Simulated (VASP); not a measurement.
A run of VASP 6.6.1:

The input INCAR:

```
ALGO = Normal
EDIFF = 1E-6
EDIFFG = -0.03
ENCUT = 600
GGA = PE
IBRION = 2
ISIF = 3
ISMEAR = 0
LASPH = True
LCHARG = False
LREAL = False
LWAVE = False
NELM = 100
NSW = 80
PREC = Accurate
SIGMA = 0.05
```

Contents of KPOINTS:

```
k-points
0
Gamma
  6 6 4
```

File POSCAR:

```
Bi
1.0
    3.6848437729      0.0000000000      0.0000000000
   -1.8424218865      3.1911683163      0.0000000000
    0.0000000000      0.0000000000      6.0185781624
Bi
2
Direct
    0.3333333333      0.6666666667      0.7500000000
    0.6666666667      0.3333333333      0.2500000000
```

Potentials or basis: VASP PAW PBE potentials, release 64 (Bi_d).

Launch:

```console
$ cat potpaw_PBE.64/Bi_d/POTCAR > POTCAR
$ mpirun -np 1 vasp_std > vasp.out
```

Hardware: 1 thread of Intel(R) Xeon(R) 6975P-C (Granite Rapids) (shared host).

**Question.** How long does it take, and how much memory?

**Answer.** Run time: 41 s on 1 thread of Intel(R) Xeon(R) 6975P-C (Granite Rapids), on a shared host, peak memory 0.21 GiB. Counts: scf iterations 34, k points 21, ion steps 4.
